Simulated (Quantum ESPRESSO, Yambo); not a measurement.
# As (buckled honeycomb monolayer): G0W0 with and without spin-orbit coupling, part 2 of 2

Wanted: the effect of spin-orbit coupling on the quasiparticle gap of As (buckled honeycomb monolayer).

Quantum ESPRESSO 7.5 and Yambo 5.3.0; PBE and many-body steps on it, plane waves. Known limits of the many-body steps: not at the basis limit; exchange with frozen shells missing; no spin-orbit coupling in some runs.

So far. Step 4 (Scalar-relativistic): The gap on the mesh goes from 1.64 eV to 2.84 eV, a correction of +1.20 eV. Step 5 (Empty states on the mesh, 6×6×1 mesh, 200 bands): On this mesh the gap is 1.512 eV.

## Step 6: Conversion and set-up

This step: Yambo 5.3.0; conversion and set-up on PBE with spin-orbit coupling, plane waves, norm-conserving pseudopotentials.

The run is started by

```console
(cd o/x.save; p2y > p2y.log; mv SAVE ../..); yambo > setup.log
```

The program printed:

```text
 Yambo, version 5.3.0

 [02] CORE Variables Setup
 =========================

  [02.01] Unit cells
  ==================

  Cell kind             :  HCP
  Atoms in the cell     :  As
  number of As atoms    :  2

  List of atomic masses
  Mass of As    :  74.92200

  List of atomic coordinates    : [cc]
  As1       : -0.40422E-09   3.9402       11.915      order 1
  As2       :   3.41227   1.97008  14.54165  order 2

  Alat factors          :   6.82454   5.91023  26.45617 [a.u.]
  Direct lattice volume :   1067.10    [a.u.]
  Direct lattice vectors:  A[ 1 ]  A[ 2 ]  A[ 3 ]
[...]
BZ  Q-points                                      :   36

 K/Q-points units:
 rlu = crystal or reduced units; cc = cartesian coordinates; iku = interal k-units

 Q [1]          [rlu]:  0.000000  0.000000  0.000000
 Q [2]          [rlu]:  0.10868E-16  0.16667       0.0000
 Q [3]          [rlu]:  0.21736E-16  0.33333       0.0000
 Q [4]          [rlu]: -0.32605E-16 -0.50000       0.0000
 Q [5]          [rlu]:  0.166667  0.166667  0.000000
 Q [6]          [rlu]:  0.166667  0.333333  0.000000
 Q [7]          [rlu]:  0.333333  0.333333  0.000000

  [03.01] X indexes
  =================

   [03.01.01] Sigma indexes
   ========================

 [06] Game Over & Game summary
```

Elapsed: 2.9 s, on 1 MPI rank of Arm Neoverse V1, shared host; peak memory 0.25 GiB.

## Step 7: With spin-orbit coupling

This step: G0W0 on PBE with spin-orbit coupling, plane waves, norm-conserving pseudopotentials.

File gw3.in:

```
HF_and_locXC
gw0
dyson
ppa
em1d
rim_cut
rim_w
RandQpts= 3000000
RandGvec= 100 RL
CUTGeo= "slab z"
RandGvecW= 9 RL
EXXRLvcs= 76 Ry
VXCRLvcs= 304 Ry
Chimod= "HARTREE"
% BndsRnXp
 1 | 200 |
%
NGsBlkXp= 9.5 Ry
% LongDrXp
 1 | 1 | 0 |
%
% GbndRnge
 1 | 200 |
%
DysSolver= "n"
ExtendOut
PPAPntXp= 27.21138 eV
% QPkrange
 1 | 1 | 27 | 34 |
 3 | 3 | 27 | 34 |
%
```

The run is started by

```console
OMP_NUM_THREADS=1 mpirun -n 4 yambo -F gw3.in -J gw3 -C gw3 > gw3.log
```

The program printed:

```text
 Yambo, version 5.3.0

 [02] CORE Variables Setup
 =========================

  [... cell, symmetries and grids as in the set-up ...]

  [02.05] Energies & Occupations
  ==============================

  [X] === General ===
  [X] Electronic Temperature                        :  0.000000  0.000000 [eV K]
  [X] Bosonic    Temperature                        :  0.000000  0.000000 [eV K]
  [X] Finite Temperature mode                       : no
  [X] El. density                                   :  0.18972E+24 [cm-3]
  [X] Fermi Level                                   : -1.063869 [eV]

  [X] === Gaps and Widths ===
  [X] Conduction Band Min                           :  1.511628 [eV]
  [X] Valence Band Max                              :  0.000000 [eV]
  [X] Filled Bands                                  :  30
  [X] Empty Bands                                   :   31  200
  [X] Direct Gap                                    :  1.801845 [eV]
  [X] Direct Gap localized at k                     :  1
  [X] Indirect Gap                                  :  1.511628 [eV]
  [X] Indirect Gap between kpts                     :  1  3
  [X] Last valence band width                       :  2.046348 [eV]
  [X] 1st conduction band width                     :  1.151549 [eV]

 [03] Transferred momenta grid and indexing
 ==========================================

 IBZ Q-points                                      :   7
 BZ  Q-points                                      :   36

 K/Q-points units:
 rlu = crystal or reduced units; cc = cartesian coordinates; iku = interal k-units

 Q [1]          [rlu]:  0.000000  0.000000  0.000000
 Q [2]          [rlu]:  0.10868E-16  0.16667       0.0000
 Q [3]          [rlu]:  0.21736E-16  0.33333       0.0000
[...]
RL volume               :  0.232453 [a.u.]
  Integrated volume       :  0.232445 [a.u.]

  [09.03] RIM integrals
  =====================

  Comparison between head Wc = W - v averages: < Wc > [au] RIM-W/RIM

   < -Wc [Q = 1] > 0.366971E-1 0.495071E-4 * < -Wc [Q = 2] > 0.005333 0.005143
   < -Wc [Q = 3] > 0.976385E-3 0.955206E-3 * < -Wc [Q = 4] > 0.326108E-3 0.322250E-3
   < -Wc [Q = 5] > 0.001433 0.001399 * < -Wc [Q = 6] > 0.469351E-3 0.464357E-3
   < -Wc [Q = 7] > 0.218452E-3 0.216985E-3

  Comparison between head Wc = W - v averages: < Wc > [au] RIM-W/RIM

   < -Wc [G = 1,G`=0] > 0.366971E-1 0.495071E-4 * < -Wc [G = 2,G`=0] >-0.002025 0.000000
   < -Wc [G = 3,G`=0] >-0.002025 0.000000 * < -Wc [G = 4,G`=0] > 0.704806E-4  0.00000
   < -Wc [G = 5,G`=0] > 0.705014E-4  0.00000 * < -Wc [G = 6,G`=0] > 0.516320E-4  0.00000
   < -Wc [G = 7,G`=0] > 0.516061E-4  0.00000 * < -Wc [G = 8,G`=0] >-0.168949E-4  0.00000
   < -Wc [G = 9,G`=0] >-0.168927E-4  0.00000

 [10] G0W0 (W PPA)
 =================

 [  GW  ] Bands range     :    1  200
 [GW/PPA] G damping       :  0.100000 [eV]

 QP @ state[ 1 ] K range:  1  1
 QP @ state[ 1 ] b range:   27   34
 QP @ state[ 2 ] K range:  3  3
 QP @ state[ 2 ] b range:   27   34

  Sc/G bands                                       :    1  200
  Sc/G damping                                     :  0.100000 ev
  Sc bands terminator                              : no
  Sx RL components                                 :  12073

  QP @ state[ 1 ] K range                          :  1  1
  QP @ state[ 1 ] b range                          :   27   34
  QP @ state[ 2 ] K range                          :  3  3
  QP @ state[ 2 ] b range                          :   27   34
  GF energies kind                                 : Perdew, Burke & Ernzerhof(X)+Perdew, Burke & Ernzerhof(C)
  GF WF`s kind                                     : Perdew, Burke & Ernzerhof(X)+Perdew, Burke & Ernzerhof(C)
  Xs energies kind                                 : Perdew, Burke & Ernzerhof(X)+Perdew, Burke & Ernzerhof(C)
  Xs WF`s kind                                     : Perdew, Burke & Ernzerhof(X)+Perdew, Burke & Ernzerhof(C)

 [14] Game Over & Game summary
```

Run time: 15 min. Hardware: 4 MPI ranks; peak memory 5.5 GiB; 61 min of CPU time.

Numbers from this step:

- G0W0 gap on the points computed: 2.702 eV
- starting gap on the mesh: 1.512 eV
- k of the valence top: 0, 0, 0
- k of the conduction bottom: 0, 0.3333, 0
- least direct G0W0 gap on the computed points: 3.087 eV
- Z at the valence top: 0.7378
- Z at the conduction bottom: 0.7443

Against G0W0 in Yambo (6×6×1 mesh, 100 bands, screening to 129.3 eV, Godby-Needs plasmon pole), the gap moves by −0.141 eV.

## Step 8: Side by side

Times are wall times on 4 MPI ranks of Arm Neoverse V1, shared host, good to a factor of about two.

```
                     run   mesh  bands  screening cutoff (eV)  DFT gap (eV)  gap on the mesh (eV)  direct (eV)     time
     scalar-relativistic  6×6×1    100                  129.3         1.638                 2.843        3.235  4.3 min
with spin-orbit coupling  6×6×1    200                  129.3         1.512                 2.702        3.087   15 min
```

## Step 9: Summary of results

- scalar-relativistic: 2.843 eV
- with spin-orbit coupling: 2.702 eV
- known limits: not at the basis limit; exchange with frozen shells missing; no spin-orbit coupling in some runs

What this shows: With spin-orbit coupling: −0.141 eV against scalar-relativistic, −0.126 eV of it in the start. Bands and cutoff are finite, so the gap is not at the basis limit. The miss can reach some tenths of an eV and take either sign; the mesh is an error of its own. In the G0W0 runs levels were corrected at 2 k points alone, so a gap called «on the mesh» is the least over those, and an edge elsewhere would be missed. The norm-conserving file of at least one element keeps a d shell over frozen s and p shells of the same row. Exchange with those shells is missing from the self-energy, an error of 0.3 to 0.9 eV in cases checked, whose sign depends on which edge lies on those atoms.

[Paths, hosts, dates, memory and timing lines, banners, echoed tables and standing remarks are left out of the program output.]

[Logs are printed without paths, hosts, clocks, repeated set-up lines and the standing remarks that a program may print on its own settings, such as how far it seeks lower states.]

[Runs of the session that timed out or met a known fault of the program may be left out.]

[Hosts, paths, dates, database ids (printed as entryN), source tags and the programs' standing remarks are cut or masked in the printed files.]
